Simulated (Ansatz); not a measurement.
# Hf2S (P6_3/mmc) in Ansatz: further runs

One crystal, Hf2S, is run at these levels: PBEsol+U; tasks: projected density of states.

Program: Ansatz 0.2.0. These are calculated values, not measurements. Logs are shortened: lines on timing, memory, paths and dates and some standing lists are left out, and cuts for length are marked.

## Step 1: The structure

The structure is hexagonal, space group P6_3/mmc (No. 194). Conventional cell: a = 3.374 Å, b = 3.374 Å, c = 11.717 Å, α = 90.00°, β = 90.00°, γ = 120.00°. Around Hf (site symmetry 3m) lie 3 S at 2.62 Å. S (site symmetry -6m2) has 6 Hf at 2.62 Å as nearest neighbours.

The cell comes from a database or a generator and needn't be the stable form of this composition.

## Step 2: Projected density of states, PBEsol+U

input.yaml reads:

```yaml
crystal:
  lattice:
    - [3.3742737662, 0.0, 0.0]
    - [-1.6871368831, 2.9222068008, 0.0]
    - [0.0, 0.0, 11.71740703]
  atoms:
    - { symbol: Hf, position: [0.3333333333, 0.6666666667, 0.10018836] }
    - { symbol: Hf, position: [0.6666666667, 0.3333333333, 0.60018836] }
    - { symbol: Hf, position: [0.3333333333, 0.6666666667, 0.39981164] }
    - { symbol: Hf, position: [0.6666666667, 0.3333333333, 0.89981164] }
    - { symbol: S, position: [0.0, 0.0, 0.25] }
    - { symbol: S, position: [0.0, 0.0, 0.75] }
hamiltonian:
  xc: pbesol
  pseudopotentials: { kind: paw }
  hubbard: { sites: [{ species: Hf, l: d, u_eff: 1.0 }] }
kpoints:
  mp_grid: { grid: [9, 9, 3] }
scf:
  occupations: { method: fermi_dirac, width: 0.05 }
  n_extra_bands: 15
output:
  forces: true
  stress: true
  eigenvalues: true
  dos: { projected: true, de: 0.05, nscf_kmesh: { grid: [14, 14, 5] } }
```

Potentials or basis: Ansatz PAW.

On the command line:

```bash
ansatz run input.yaml --threads 2 --pin off --max-ram 5632MiB --backend cpu --events-out ev --progress --plain --runs-dir out
```

Log:

```text
Warning: RAYON_NUM_THREADS=2 ignored (pool sized by the plan → 2); use --threads N
Hf: projections on atomic orbitals take those of the free atom [Kr 4d10] 4f14 5s2 5p6 5d2 6s2, of charge +0.00 (hamiltonian.pseudopotentials.projection_atoms); the dataset's partial waves leave at most 4.9e-5 of an orbital's norm unspanned inside its sphere
S: projections on atomic orbitals take those of the free atom [Ne] 3s2 3p4, of charge +0.00 (hamiltonian.pseudopotentials.projection_atoms); the dataset's partial waves leave at most 1.6e-7 of an orbital's norm unspanned inside its sphere
scf.n_extra_bands = 15 over 58 filled bands (N_el = 116.0): the run solves 73 bands
Engine: ansatz 0.2.0, aarch64-unknown-linux-gnu
Pseudopotentials: kind: paw
Pseudopotential: Hf, paw, valence charge 26, recommended cutoff 420 eV (normal), Hf.paw.azcp
Pseudopotential: S, paw, valence charge 6, recommended cutoff 420 eV (normal), S.paw.azcp
Functional definition: PBEsol
  exchange = pbesol_x
  correlation = pbesol_c
Crystal: 6 atoms, lattice volume = 115.537 Å³
Basis set: ecut = 420 eV, 2271 PW (Γ), exchange–correlation on 48×48×160 points (8 copies of the dense FFT grid, shifted against one another)
Bands: 73, of which v1, the nominal top of the filled ones, is band 58 counted from 1 (57 counted from 0)
Symmetry: 24 space group operations
Space group: P63/mmc (ITA 194), of the structure as read, at distance tolerance 4.9e-5 Å
k-points: 24 of 243
Non-local potential: Hf, projectors of the file, l = 0: 3, l = 1: 2, l = 2: 2, l = 3: 3
Non-local potential: S, projectors of the file, l = 0: 2, l = 1: 2, l = 2: 2
PAW form: soft (Blöchl's): semilocal exchange-correlation on the pseudo side does not see the compensation charge
PAW frozen core: Hf, regenerated for the run's functional, and the local potential with it (the file was generated under x = pbe(κ = 0.804, μ = 0.2195149727645171), c = pbe(β = 0.06672455060314922))
PAW frozen core: S, regenerated for the run's functional, and the local potential with it (the file was generated under x = pbe(κ = 0.804, μ = 0.2195149727645171), c = pbe(β = 0.06672455060314922))
PAW one-centre angular grid: Hf, 590 points (default); XC on 64 Gauss nodes
PAW one-centre angular grid: S, 110 points (default); XC on 64 Gauss nodes
Initial density: superposition of atomic densities (chi_scale 0.1, normalization cell, long waves of neutral atoms under a Hubbard term (reshape's long-wave potential 0.09 eV rms, cloud 2.80 Å wide))
Initial wavefunctions: pseudopotential atomic-orbital guess
Functional: x = pbesol(κ = 0.804, μ = 0.12345679012345678), c = pbesol(β = 0.046)
SCF iter   1: F=—  HF=-64169.336932 eV  |F-HF|=—  |Δ(HF+E_count)|=         —  Δρ=6.59e-2  dr2=2.47e1  ethr=3.10e-3  ⟨swp⟩=4.5  Hψ=5252  notcnv=0  defer=35
preconditioner: auto → Resta (q_TF=auto, 2.730 Å⁻¹)  ε∞=5.1  [insulator: Δε(μ)=0.113 eV  Ē_g=17.705 eV  σ=0.050 eV  W_gap=0.51  n_scr=52 (ndim 8)  ℏωp=35.9 eV  f_vac=0.000  D(μ)=1.53/eV (n_scr^D=4)  ε∞_Penn≈5.1]
SCF iter   2: F=—  HF=-64165.009176 eV  |F-HF|=—  |Δ(HF+E_count)|=    4.33e0  Δρ=2.68e-2  dr2=3.09e0  ethr=3.10e-3  ⟨swp⟩=3.0  Hψ=3088  notcnv=0  defer=127
preconditioner: auto → Kerker (q_TF=auto, 2.730 Å⁻¹)  [metal: Δε(μ)=0.024 eV  Ē_g=17.627 eV  σ=0.050 eV  W_gap=0.12  n_scr=52 (ndim 8)  ℏωp=35.9 eV  f_vac=0.000  D(μ)=2.75/eV (n_scr^D=6)]
SCF iter   3: F=—  HF=-64164.351865 eV  |F-HF|=—  |Δ(HF+E_count)|=   6.57e-1  Δρ=1.16e-2  dr2=2.55e-1  ethr=2.67e-3  ⟨swp⟩=2.9  Hψ=2461  notcnv=0  defer=125
SCF iter   4: F=—  HF=-64164.311965 eV  |F-HF|=—  |Δ(HF+E_count)|=   3.99e-2  Δρ=4.69e-3  dr2=2.73e-2  ethr=2.20e-4  ⟨swp⟩=3.0  Hψ=2948  notcnv=0  defer=125
SCF iter   5: F=—  HF=-64164.272040 eV  |F-HF|=—  |Δ(HF+E_count)|=   3.99e-2  Δρ=2.27e-3  dr2=6.22e-3  ethr=2.36e-5  ⟨swp⟩=2.0  Hψ=3540  notcnv=0  defer=127
SCF iter   6: F=—  HF=-64164.271555 eV  |F-HF|=—  |Δ(HF+E_count)|=   4.85e-4  Δρ=6.05e-4  dr2=9.03e-4  ethr=5.36e-6  ⟨swp⟩=2.0  Hψ=3244  notcnv=0  defer=127
SCF iter   7: F=—  HF=-64164.271381 eV  |F-HF|=—  |Δ(HF+E_count)|=   1.74e-4  Δρ=2.12e-4  dr2=7.86e-5  ethr=7.78e-7  ⟨swp⟩=2.0  Hψ=2122  notcnv=0  defer=127
SCF iter   8: F=—  HF=-64164.271385 eV  |F-HF|=—  |Δ(HF+E_count)|=   3.54e-6  Δρ=5.30e-5  dr2=4.48e-6  ethr=6.78e-8  ⟨swp⟩=2.0  Hψ=3041  notcnv=0  defer=127
SCF iter   9: F=—  HF=-64164.271382 eV  |F-HF|=—  |Δ(HF+E_count)|=   2.45e-6  Δρ=1.37e-5  dr2=2.34e-7  ethr=3.86e-9  ⟨swp⟩=2.0  Hψ=3026  notcnv=0  defer=127
SCF iter  10: F=-64164.271382 eV  HF=-64164.271382 eV  |F-HF|=2.32e-8  |Δ(HF+E_count)|=   8.18e-8  Δρ=4.07e-6  dr2=2.21e-8  ethr=8.62e-11  ⟨swp⟩=10.5  Hψ=8289  notcnv=0
SCF 1 converged in 10 iterations: F = -64164.271382 eV  dr2 = 2.21e-8
NSCF: frozen V_eff on 72 k-points
SCF converged after 10 iterations
Free energy (F): -64164.271382 eV
Harris-Foulkes:  -64164.271382 eV  (|F-HF|=2.32e-8)
Internal energy: -64164.248168 eV  (E = F + TS)
E sigma→0 (E₀):  -64164.259775 eV
Entropy (-TS):   -0.023214 eV (-3.869 meV/atom)
Fermi energy:    18.538898 eV
--- Per-component energies (eV) ---
  E_band       = 63.373768
  E_kinetic    = 1911.585033
  E_local      = -22280.671429  (includes V_loc(G=0)·N_el)
  E_nonlocal   = -4898.630832
  E_hartree    = 10449.420729
  E_xc         = -1385.341506
  E_vxc        = -1241.742545  (∫ρ·V_xc dr)
  E_hubbard    = 4.233450  (on-site DFT+U / exact-exchange correction)
  E_vhub       = 2.304204  (the Hubbard potential's part of the band-sum identity)
  E_paw        = -28395.751487  (= ΣΔE_a)
  E_vpaw       = 5671.697092  (= ΣTr[D̂ρ^β])
  E_aug_tail   = -0.000002  (compensation charges beyond the density's cutoff)
  E_ewald      = -19574.220391
  E_core_change = 5.128265  (= ΣΔE_core)
  E_smearing   = -0.023214  (= −TS)
  E_closure    = -0.000000  (closes the sum)
  Σ components = -64164.271382   (vs F -64164.271382, Δ=0.00e0)
--- Forces (eV/Å), atoms counted from 1 ---
  atom   1  Hf     0.00000000    -0.00000000     0.15644918
  atom   2  Hf    -0.00000000    -0.00000000     0.15644918
  atom   3  Hf    -0.00000000    -0.00000000    -0.15644918
  atom   4  Hf    -0.00000000     0.00000000    -0.15644918
  atom   5  S      0.00000000    -0.00000000     0.00000000
  atom   6  S     -0.00000000     0.00000000     0.00000000
  max |Σ_I F_I| component: 2.78e-17 eV/Å
--- Stress (GPa, compression-positive) ---
       -2.038239       0.000000       0.000000
        0.000000      -2.038239      -0.000000
        0.000000      -0.000000      -0.973662
  P = ⅓ Tr σ = -1.6834 GPa (-16.834 kbar)
--- Band table (eV; the first three rows and the last of 24) ---
  k-point 0: bands = ["-43.9117", "-43.9077", "-43.8621", "-43.8570", "-12.9529", "-12.8370", "-12.4932", "-12.4259", "-12.4259", "-12.4167", "-12.4167", "-12.3660", "-12.3231", "-12.3231", "-12.3138", "-12.3138", "2.9957", "3.1176", "6.1150", "6.1156", "6.1156", "6.1265", "6.1272", "6.1272", "6.1274", "6.1274", "6.1328", "6.1328", "6.1392", "6.1409", "6.1524", "6.1574", "6.1604", "6.1613", "6.1613", "6.1616", "6.1616", "6.1649", "6.1672", "6.1672", "6.1745", "6.1745", "6.1989", "6.1990", "6.2028", "6.2029", "10.4545", "11.4352", "13.7484", "14.9855", "14.9855", "15.1738", "15.1738", "15.3848", "16.7912", "18.2868", "18.4015", "18.8937", "18.8937", "18.9928", "18.9928", "19.2891", "19.2891", "20.3935", "20.3935", "21.0124", "21.2331", "21.2331", "21.4727", "21.7163", "21.7163", "22.3877", "22.3877"]
  k-point 1: bands = ["-43.9108", "-43.9089", "-43.8607", "-43.8582", "-12.9292", "-12.8727", "-12.4546", "-12.4238", "-12.4238", "-12.4192", "-12.4192", "-12.3926", "-12.3206", "-12.3206", "-12.3160", "-12.3160", "3.0254", "3.0863", "6.1169", "6.1178", "6.1178", "6.1222", "6.1231", "6.1231", "6.1293", "6.1293", "6.1316", "6.1316", "6.1407", "6.1427", "6.1508", "6.1544", "6.1627", "6.1627", "6.1635", "6.1637", "6.1637", "6.1654", "6.1675", "6.1675", "6.1721", "6.1721", "6.1989", "6.1990", "6.2028", "6.2029", "10.6469", "11.1165", "14.1994", "14.9866", "15.0299", "15.0299", "15.1239", "15.1239", "17.0055", "17.5448", "18.8267", "18.8267", "18.8991", "18.8991", "19.3198", "19.6922", "19.6922", "20.3131", "20.3970", "20.3970", "20.8845", "20.8845", "21.3668", "21.3668", "22.1743", "22.9345", "22.9345"]
  k-point 2: bands = ["-43.9081", "-43.9041", "-43.8610", "-43.8567", "-12.9346", "-12.8236", "-12.5490", "-12.4868", "-12.4398", "-12.4304", "-12.4153", "-12.3636", "-12.3541", "-12.3388", "-12.3289", "-12.3193", "3.1240", "3.2246", "6.1161", "6.1164", "6.1187", "6.1263", "6.1279", "6.1279", "6.1290", "6.1308", "6.1318", "6.1355", "6.1424", "6.1450", "6.1557", "6.1561", "6.1593", "6.1594", "6.1600", "6.1621", "6.1639", "6.1657", "6.1664", "6.1715", "6.1716", "6.1739", "6.1949", "6.1952", "6.1982", "6.1985", "10.7207", "11.6038", "13.6639", "14.4124", "14.8010", "14.8851", "15.0783", "15.6445", "16.4866", "17.6593", "18.6040", "18.7111", "18.8850", "19.0737", "19.2607", "19.2860", "19.6832", "20.3596", "20.7689", "20.8177", "21.0856", "21.3338", "21.3757", "21.4640", "22.3302", "22.6394", "22.9893"]
  k-point 23: bands = ["-43.8659", "-43.8659", "-43.8636", "-43.8636", "-12.7833", "-12.7833", "-12.7415", "-12.7415", "-12.7241", "-12.7135", "-12.5299", "-12.5193", "-12.4560", "-12.4560", "-12.4082", "-12.4082", "4.3162", "4.3244", "6.1273", "6.1273", "6.1286", "6.1370", "6.1385", "6.1385", "6.1391", "6.1439", "6.1439", "6.1442", "6.1470", "6.1470", "6.1514", "6.1538", "6.1544", "6.1544", "6.1588", "6.1588", "6.1656", "6.1656", "6.1705", "6.1705", "6.1876", "6.1876", "6.1879", "6.1879", "6.2072", "6.2283", "11.9576", "11.9576", "12.1034", "12.1034", "12.8114", "12.8685", "16.7457", "16.8623", "17.1915", "17.1915", "17.6286", "17.6286", "18.6671", "18.6671", "20.4927", "20.7961", "21.2613", "21.2613", "21.6685", "21.6685", "22.1459", "22.5220", "22.5220", "22.7540", "23.7610", "23.7610", "24.6032"]
Occupation matrices written to <dir>
```

Wall time 24 s (2 threads of Arm Neoverse V2, shared host); peak memory 0.81 GiB.

Results:

| Property | Result |
| --- | --- |
| Free energy | -64164.2714 eV |
| Pressure | -1.7 GPa |
| Largest force | 0.156 eV/Å |
| Band gap on the k mesh | none (metal or under the smearing width) |
| Density of states at the Fermi level | 2.17 states/eV per cell |

Forces in eV/Å, atoms in the order of the input:
```
Hf   0.000  0.000  0.156
Hf   0.000  0.000  0.156
Hf   0.000  0.000 -0.156
Hf   0.000  0.000 -0.156
S    0.000  0.000  0.000
S    0.000  0.000  0.000
```

Stress tensor (GPa, compression positive):
```
-2.04  0.00  0.00
 0.00 -2.04  0.00
 0.00  0.00 -0.97
```

States per cell in windows of 0.5 eV (zero at the Fermi level; states under -8 eV left out):
| from (eV) | total | Hf 5d | S 3p | Hf 6s | S 3s | Hf 5p | Hf 5s |
| --- | --- | --- | --- | --- | --- | --- | --- |
| -8.0 | 0.17 | 0.01 | 0.08 | 0.07 | 0.00 | 0.00 | 0.01 |
| -7.5 | 1.61 | 0.29 | 1.02 | 0.24 | 0.01 | 0.02 | 0.02 |
| -7.0 | 2.09 | 0.38 | 1.31 | 0.31 | 0.03 | 0.03 | 0.02 |
| -6.5 | 1.81 | 0.39 | 1.20 | 0.16 | 0.01 | 0.02 | 0.01 |
| -6.0 | 2.11 | 0.52 | 1.43 | 0.10 | 0.02 | 0.03 | 0.00 |
| -5.5 | 0.85 | 0.20 | 0.56 | 0.05 | 0.02 | 0.01 | 0.00 |
| -5.0 | 1.10 | 0.26 | 0.73 | 0.07 | 0.02 | 0.01 | 0.00 |
| -4.5 | 1.42 | 0.34 | 1.01 | 0.04 | 0.01 | 0.01 | 0.00 |
| -4.0 | 0.99 | 0.25 | 0.65 | 0.06 | 0.01 | 0.01 | 0.00 |
| -3.5 | 0.62 | 0.22 | 0.18 | 0.18 | 0.02 | 0.01 | 0.00 |
| -3.0 | 1.55 | 0.80 | 0.19 | 0.48 | 0.01 | 0.03 | 0.00 |
| -2.5 | 1.61 | 1.20 | 0.11 | 0.24 | 0.00 | 0.02 | 0.00 |
| -2.0 | 2.84 | 2.22 | 0.16 | 0.33 | 0.02 | 0.03 | 0.00 |
| -1.5 | 2.80 | 2.27 | 0.18 | 0.15 | 0.02 | 0.03 | 0.00 |
| -1.0 | 1.71 | 1.48 | 0.07 | 0.04 | 0.01 | 0.02 | 0.00 |
| -0.5 | 0.81 | 0.73 | 0.02 | 0.02 | 0.01 | 0.00 | 0.00 |
| 0.0 | 2.18 | 1.92 | 0.06 | 0.05 | 0.02 | 0.00 | 0.00 |
| 0.5 | 3.11 | 2.83 | 0.07 | 0.04 | 0.03 | 0.01 | 0.00 |
| 1.0 | 2.02 | 1.79 | 0.09 | 0.03 | 0.03 | 0.00 | 0.00 |
| 1.5 | 1.71 | 1.43 | 0.10 | 0.05 | 0.03 | 0.00 | 0.00 |
| 2.0 | 2.17 | 1.74 | 0.16 | 0.09 | 0.06 | 0.00 | 0.00 |
| 2.5 | 3.43 | 2.64 | 0.27 | 0.15 | 0.13 | 0.00 | 0.00 |
| 3.0 | 2.74 | 2.05 | 0.19 | 0.15 | 0.08 | 0.00 | 0.00 |
| 3.5 | 2.40 | 1.72 | 0.14 | 0.20 | 0.06 | 0.00 | 0.00 |
| 4.0 | 3.36 | 2.48 | 0.16 | 0.28 | 0.13 | 0.00 | 0.01 |
| 4.5 | 3.95 | 2.96 | 0.22 | 0.35 | 0.08 | 0.00 | 0.01 |
| 5.0 | 2.24 | 1.38 | 0.14 | 0.36 | 0.04 | 0.00 | 0.01 |
| 5.5 | 0.60 | 0.29 | 0.06 | 0.13 | 0.01 | 0.00 | 0.00 |
| 6.0 | 0.00 | 0.00 | 0.00 | 0.00 | 0.00 | 0.00 | 0.00 |
| 6.5 | 0.00 | 0.00 | 0.00 | 0.00 | 0.00 | 0.00 | 0.00 |
| 7.0 | 0.00 | 0.00 | 0.00 | 0.00 | 0.00 | 0.00 | 0.00 |
| 7.5 | 0.00 | 0.00 | 0.00 | 0.00 | 0.00 | 0.00 | 0.00 |

Eigenvalues of the final occupation matrices:
| site | spin | trace | eigenvalues |
| --- | --- | --- | --- |
| site 1 | 1 | 1.54 | 0.26 0.26 0.33 0.33 0.36 |
| site 2 | 1 | 1.54 | 0.26 0.26 0.33 0.33 0.36 |
| site 3 | 1 | 1.54 | 0.26 0.26 0.33 0.33 0.36 |
| site 4 | 1 | 1.54 | 0.26 0.26 0.33 0.33 0.36 |

Caveat: U without spin polarisation on a metal has little footing; the PAW data sets come from PBE, with cores solved anew for the run's functional, which leaves a small shift of forces and pressure; the density of states is complete only up to the lowest level of the last band computed. Spin-orbit coupling is left out, which matters for the levels of Hf.

## Step 3: Projected density of states, PBEsol+U

Changes to input.yaml since step 2:

```diff
@@ -15,3 +15,3 @@
   pseudopotentials: { kind: paw }
-  hubbard: { sites: [{ species: Hf, l: d, u_eff: 1.0 }] }
+  hubbard: { sites: [{ species: Hf, l: d, u_eff: 2.0 }] }
 kpoints:
```

Potentials or basis: Ansatz PAW.

On the command line:

```bash
ansatz run input.yaml --threads 2 --pin off --max-ram 5632MiB --backend cpu --events-out ev --progress --plain --runs-dir out
```

Wall time 24 s (2 threads of Arm Neoverse V2, shared host); peak memory 0.81 GiB.

Results (log left out):

```yaml
Free_energy: -64160.0496 eV
Pressure: -0.5 GPa
Largest_force: 0.161 eV/Å
Band_gap_on_the_k_mesh: none (metal or under the smearing width)
Density_of_states_at_the_Fermi_level: 2.03 states/eV per cell
```

Forces in eV/Å, atoms in the order of the input:
```
Hf   0.000  0.000  0.161
Hf   0.000  0.000  0.161
Hf   0.000  0.000 -0.161
Hf   0.000  0.000 -0.161
S    0.000  0.000  0.000
S    0.000  0.000  0.000
```

Stress tensor (GPa, compression positive):
```
-0.92  0.00  0.00
 0.00 -0.92  0.00
 0.00  0.00  0.33
```

Levels at points of the mesh, in eV from the Fermi level:
```csv
k point,band 56,band 57,band 58,band 59,band 60,band 61
"(0.00, 0.00, 0.00)",-0.32,-0.19,0.35,0.35,0.45,0.45
```

States per cell in windows of 0.5 eV (zero at the Fermi level; states under -8 eV left out):
| from (eV) | total | Hf 5d | S 3p | Hf 6s | S 3s | Hf 5p | Hf 5s |
| --- | --- | --- | --- | --- | --- | --- | --- |
| -8.0 | 0.17 | 0.01 | 0.07 | 0.07 | 0.00 | 0.00 | 0.00 |
| -7.5 | 1.51 | 0.27 | 0.96 | 0.23 | 0.01 | 0.02 | 0.01 |
| -7.0 | 2.13 | 0.38 | 1.35 | 0.32 | 0.03 | 0.03 | 0.02 |
| -6.5 | 1.61 | 0.33 | 1.06 | 0.16 | 0.01 | 0.02 | 0.01 |
| -6.0 | 2.31 | 0.56 | 1.57 | 0.11 | 0.02 | 0.03 | 0.01 |
| -5.5 | 0.84 | 0.19 | 0.56 | 0.06 | 0.02 | 0.01 | 0.00 |
| -5.0 | 1.05 | 0.24 | 0.69 | 0.07 | 0.02 | 0.01 | 0.00 |
| -4.5 | 1.45 | 0.34 | 1.04 | 0.04 | 0.01 | 0.01 | 0.00 |
| -4.0 | 1.02 | 0.26 | 0.68 | 0.05 | 0.01 | 0.01 | 0.00 |
| -3.5 | 0.66 | 0.21 | 0.24 | 0.17 | 0.02 | 0.01 | 0.00 |
| -3.0 | 1.39 | 0.66 | 0.19 | 0.47 | 0.01 | 0.03 | 0.00 |
| -2.5 | 1.52 | 1.06 | 0.12 | 0.28 | 0.00 | 0.02 | 0.00 |
| -2.0 | 2.70 | 2.11 | 0.15 | 0.31 | 0.02 | 0.03 | 0.00 |
| -1.5 | 2.56 | 2.08 | 0.15 | 0.16 | 0.02 | 0.03 | 0.00 |
| -1.0 | 2.23 | 1.91 | 0.11 | 0.05 | 0.02 | 0.02 | 0.00 |
| -0.5 | 0.71 | 0.64 | 0.01 | 0.01 | 0.01 | 0.00 | 0.00 |
| 0.0 | 1.84 | 1.61 | 0.05 | 0.04 | 0.02 | 0.00 | 0.00 |
| 0.5 | 2.73 | 2.46 | 0.06 | 0.04 | 0.03 | 0.01 | 0.00 |
| 1.0 | 2.70 | 2.42 | 0.09 | 0.04 | 0.03 | 0.01 | 0.00 |
| 1.5 | 1.72 | 1.45 | 0.10 | 0.05 | 0.03 | 0.00 | 0.00 |
| 2.0 | 1.94 | 1.57 | 0.13 | 0.08 | 0.05 | 0.00 | 0.00 |
| 2.5 | 3.31 | 2.55 | 0.25 | 0.16 | 0.13 | 0.00 | 0.00 |
| 3.0 | 3.02 | 2.25 | 0.20 | 0.17 | 0.09 | 0.00 | 0.00 |
| 3.5 | 2.40 | 1.71 | 0.14 | 0.20 | 0.05 | 0.00 | 0.00 |
| 4.0 | 3.19 | 2.33 | 0.14 | 0.28 | 0.12 | 0.00 | 0.01 |
| 4.5 | 3.85 | 2.88 | 0.21 | 0.34 | 0.08 | 0.00 | 0.01 |
| 5.0 | 2.74 | 1.81 | 0.15 | 0.38 | 0.05 | 0.00 | 0.01 |
| 5.5 | 0.72 | 0.37 | 0.06 | 0.14 | 0.01 | 0.00 | 0.00 |
| 6.0 | 0.00 | 0.00 | 0.00 | 0.00 | 0.00 | 0.00 | 0.00 |
| 6.5 | 0.00 | 0.00 | 0.00 | 0.00 | 0.00 | 0.00 | 0.00 |
| 7.0 | 0.00 | 0.00 | 0.00 | 0.00 | 0.00 | 0.00 | 0.00 |
| 7.5 | 0.00 | 0.00 | 0.00 | 0.00 | 0.00 | 0.00 | 0.00 |

Eigenvalues of the final occupation matrices:
| site | spin | trace | eigenvalues |
| --- | --- | --- | --- |
| site 1 | 1 | 1.53 | 0.26 0.26 0.33 0.33 0.36 |
| site 2 | 1 | 1.53 | 0.26 0.26 0.33 0.33 0.36 |
| site 3 | 1 | 1.53 | 0.26 0.26 0.33 0.33 0.36 |
| site 4 | 1 | 1.53 | 0.26 0.26 0.33 0.33 0.36 |

Caveat: U without spin polarisation on a metal has little footing; the PAW data sets come from PBE, with cores solved anew for the run's functional, which leaves a small shift of forces and pressure; the density of states is complete only up to the lowest level of the last band computed.
